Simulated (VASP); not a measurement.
# SiC (Moissanite 3C) (F-43m) in VASP: notebook, part 2 of 2

VASP 6.6.1. The steps go on from the part before.

## (4) Relaxation of cell and atoms, AM05

This run uses another cell than the first one, of 10.32 Å³/atom, 0.998 times its volume.

INCAR reads:

```
SYSTEM = SiC
PREC = Accurate
ENCUT = 600
EDIFF = 1E-7
ISMEAR = 0
SIGMA = 0.03
LREAL = .False.
LASPH = .True.
NELM = 80
ALGO = Normal
ISIF = 3
LWAVE = .False.
LCHARG = .False.
GGA = AM
IBRION = 2
NSW = 90
EDIFFG = -0.005
```

KPOINTS reads:

```
regular mesh
0
Gamma
  10 10 10
  0 0 0
```

POSCAR reads:

```
SiC                                     
1.0
    0.0000000000      2.1775157114      2.1775157114
    2.1775157114      0.0000000000      2.1775157114
    2.1775157114      2.1775157114     -0.0000000000
  Si              C             
     1     1
Direct
     0.0000000000000000    0.0000000000000000    0.0000000000000000
     0.2500000000000000    0.2500000000000000    0.2500000000000000
```

Potentials or basis: VASP PAW PBE potentials, release 64 (Si, C).

Started as:

```sh
cat potpaw_PBE.64/Si/POTCAR potpaw_PBE.64/C/POTCAR > POTCAR
mpirun -np 1 vasp_std > vasp.out
```

OUTCAR:

```text
SYSTEM = SiC
   PREC = Accurate
   ENCUT = 600
   EDIFF = 1E-7
   ISMEAR = 0
   LREAL = .False.
   LASPH = .True.
   NELM = 80
   ISIF = 3
   GGA = AM
   IBRION = 2
   NSW = 90
   EDIFFG = -0.005

 ion  position               nearest neighbor table
   1  0.000  0.000  0.000-   2 1.89   2 1.89   2 1.89   2 1.89
   2  0.250  0.250  0.250-   1 1.89   1 1.89   1 1.89   1 1.89

  LATTYP: Found a face centered cubic cell.
 ALAT       =     4.3550314228

  Lattice vectors:

 A1 = (   0.0000000000,   2.1775157114,   2.1775157114)
 A2 = (   2.1775157114,   0.0000000000,   2.1775157114)
 A3 = (   2.1775157114,   2.1775157114,   0.0000000000)

Analysis of symmetry for initial positions (statically):
=====================================================================
 Subroutine PRICEL returns:
 Original cell was already a primitive cell.

 Routine SETGRP: Setting up the symmetry group for a
 face centered cubic supercell.

 Subroutine GETGRP returns: Found 24 space group operations
 (whereof 24 operations were pure point group operations)
 out of a pool of 48 trial point group operations.

[... 171 lines left out ...]

 k-point     1 :       0.0000    0.0000    0.0000
  band No.  band energies     occupation
      1      -7.3145      2.00000
      2       8.1050      2.00000
      3       8.1050      2.00000
      4       8.1050      2.00000
      5      14.3686      0.00000
      6      15.3567      0.00000
      7      15.3567      0.00000
      8      15.3567      0.00000
[... 243 lines left out ...]
 k-point    24 :       0.4000    0.3000    0.0000
  band No.  band energies     occupation
      1      -4.1486      2.00000
      2       2.5319      2.00000
      3       4.9165      2.00000
      4       5.4533      2.00000
      5      10.8642      0.00000
      6      13.6470      0.00000
      7      19.6969      0.00000
      8      19.9879      0.00000

 [... further k-points ...]

------------------------ aborting loop because EDIFF is reached ----------------------------------------

  FORCE on cell =-STRESS in cart. coord.  units (eV):
  Direction    XX          YY          ZZ          XY          YZ          ZX
  --------------------------------------------------------------------------------------
  -------------------------------------------------------------------------------------
  Total        0.0010250      0.0010250      0.0010250      0.0000000     -0.0000000      0.0000000
  in kB        0.0795266      0.0795266      0.0795266      0.0000000     -0.0000000      0.0000000
  external PRESSURE =       0.0795266 kB  Pullay stress =       0.0000000 kB

 VOLUME and BASIS-vectors are now :
 -----------------------------------------------------------------------------
  energy-cutoff  :      600.00
  volume of cell :       20.65
      direct lattice vectors                 reciprocal lattice vectors
     0.000000000  2.177515711  2.177515711    -0.229619468  0.229619468  0.229619468
     2.177515711  0.000000000  2.177515711     0.229619468 -0.229619468  0.229619468
     2.177515711  2.177515711  0.000000000     0.229619468  0.229619468 -0.229619468

 POSITION                                       TOTAL-FORCE (eV/Angst)
 -----------------------------------------------------------------------------------
      0.00000      0.00000      0.00000        -0.000000     -0.000000     -0.000000
      1.08876      1.08876      1.08876         0.000000      0.000000      0.000000
 -----------------------------------------------------------------------------------
    total drift:                               -0.000000     -0.000000     -0.000000

  FREE ENERGIE OF THE ION-ELECTRON SYSTEM (eV)
  ---------------------------------------------------
  free  energy   TOTEN  =       -15.5853082053 eV

  energy  without entropy=      -15.5853082053  energy(sigma->0) =      -15.58530821

 reached required accuracy - stopping structural energy minimisation
```

OSZICAR:

```text
N       E                     dE             d eps       ncg     rms          rms(c)
DAV:   1     0.690219730269E+01    0.69022E+01   -0.45256E+03   760   0.957E+02
DAV:   2    -0.169106332053E+02   -0.23813E+02   -0.22502E+02  1096   0.114E+02
DAV:   3    -0.173208763256E+02   -0.41024E+00   -0.41024E+00   824   0.189E+01
DAV:   4    -0.173224117814E+02   -0.15355E-02   -0.15355E-02  1208   0.126E+00
DAV:   5    -0.173224121576E+02   -0.37613E-06   -0.37613E-06   880   0.171E-02    0.888E+00
DAV:   6    -0.156630783596E+02    0.16593E+01   -0.67596E+00   824   0.146E+01    0.405E+00
DAV:   7    -0.155964556004E+02    0.66623E-01   -0.33958E-01  1160   0.409E+00    0.179E+00
DAV:   8    -0.155850174154E+02    0.11438E-01   -0.18276E-02   776   0.124E+00    0.174E-01
DAV:   9    -0.155851900453E+02   -0.17263E-03   -0.88306E-04  1192   0.238E-01    0.127E-01
DAV:  10    -0.155853057825E+02   -0.11574E-03   -0.15754E-04   968   0.108E-01    0.177E-02
DAV:  11    -0.155853080150E+02   -0.22325E-05   -0.27477E-05  1024   0.334E-02    0.489E-03
DAV:  12    -0.155853081614E+02   -0.14638E-06   -0.11348E-06   976   0.890E-03    0.156E-03
DAV:  13    -0.155853082053E+02   -0.43930E-07   -0.13568E-07   784   0.324E-03
   1 F= -.15585308E+02 E0= -.15585308E+02  d E =-.155853E+02
```

CONTCAR:

```text
SiC
   1.00000000000000
     0.0000000000000000    2.1775157113999999    2.1775157113999999
     2.1775157113999999    0.0000000000000000    2.1775157113999999
     2.1775157113999999    2.1775157113999999    0.0000000000000000
  Si              C
     1     1
Direct
     0.0000000000000000    0.0000000000000000    0.0000000000000000
     0.2500000000000000    0.2500000000000000    0.2500000000000000

  0.00000000E+00  0.00000000E+00  0.00000000E+00
  0.00000000E+00  0.00000000E+00  0.00000000E+00
```

Run time: 7 s. Hardware: 1 thread of Intel Xeon 6975P-C (Granite Rapids), shared host; peak memory 0.15 GiB.

What came out:

```yaml
Free_energy: -15.5853 eV
Pressure_after_relaxing: 0.0 GPa
Band_gap_on_the_k_mesh: 1.23 eV, indirect (least direct gap 4.45 eV)
```

Final structure:
```xyz
2
Lattice="0.0000 2.1775 2.1775 2.1775 0.0000 2.1775 2.1775 2.1775 0.0000" Properties=species:S:1:pos:R:3 pbc="T T T"
Si    0.0000    0.0000    0.0000
C     1.0888    1.0888    1.0888
```

Levels at points of the mesh, in eV from the valence-band top:
```
           k point  band 1  band 2  band 3  band 4  band 5  band 6  band 7  band 8
(0.00, 0.00, 0.00)  -15.42    0.00    0.00    0.00    6.26    7.25    7.25    7.25
(0.50, 0.00, 0.00)  -11.80   -8.60   -1.06   -1.06    5.43    7.14    7.14    9.93
(0.50, 0.50, 0.00)  -10.34   -7.83   -3.22   -3.22    1.23    4.23   13.98   13.98
```

Caveat: the relaxation stopped at its first step, so nothing moved; the PAW data sets were made with another functional, which shifts forces and pressure a little. A k mesh can miss the band edges.

## (5) Relaxation of cell and atoms, PBEsol

INCAR reads:

```
SYSTEM = SiC
PREC = Accurate
ENCUT = 600
EDIFF = 1E-6
ISMEAR = 0
SIGMA = 0.03
LREAL = .FALSE.
LASPH = .TRUE.
NELM = 80
ALGO = Normal
ISIF = 3
LWAVE = .FALSE.
LCHARG = .FALSE.
GGA = PS
IBRION = 2
NSW = 90
EDIFFG = -0.01
KPAR = 4
```

KPOINTS reads:

```
regular mesh
0
G
  10 10 10
  0 0 0
```

POSCAR reads:

```
SiC
1.0
    0.0000000000      2.1790000000      2.1790000000
    2.1790000000      0.0000000000      2.1790000000
    2.1790000000      2.1790000000      0.0000000000
Si C
1 1
Direct
    0.0000000000      0.0000000000      0.0000000000
    0.2500000000      0.2500000000      0.2500000000
```

Started as:

```sh
cat potpaw_PBE.64/Si/POTCAR potpaw_PBE.64/C/POTCAR > POTCAR
mpirun -np 4 vasp_std > vasp.out
```

Wall time 4.4 s (4 MPI ranks of Intel Xeon Platinum 8488C (Sapphire Rapids), shared host); peak memory 0.14 GiB.

The run converged. Its results:

```
Free energy             : -15.9161 eV
Pressure after relaxing : 0.0 GPa
Band gap on the k mesh  : 1.23 eV, indirect (least direct gap 4.44 eV)
```

Final structure:
```yaml
crystal:
  lattice:
    - [0.00000, 2.17900, 2.17900]
    - [2.17900, 0.00000, 2.17900]
    - [2.17900, 2.17900, 0.00000]
  atoms:
    - { symbol: Si, position: [0.00000, 0.00000, 0.00000] }
    - { symbol: C, position: [0.25000, 0.25000, 0.25000] }
```

Levels at points of the mesh, in eV from the valence-band top:
| k point | band 1 | band 2 | band 3 | band 4 | band 5 | band 6 | band 7 | band 8 |
| --- | --- | --- | --- | --- | --- | --- | --- | --- |
| (0.00, 0.00, 0.00) | -15.42 | 0.00 | 0.00 | 0.00 | 6.19 | 7.24 | 7.24 | 7.24 |
| (0.50, 0.00, 0.00) | -11.82 | -8.60 | -1.06 | -1.06 | 5.37 | 7.14 | 7.14 | 9.92 |
| (0.50, 0.50, 0.00) | -10.36 | -7.83 | -3.21 | -3.21 | 1.23 | 4.20 | 13.95 | 13.95 |

Caveat: the relaxation stopped at its first step, so nothing moved; the PAW data sets were made with another functional, which shifts forces and pressure a little. A k mesh can miss the band edges.
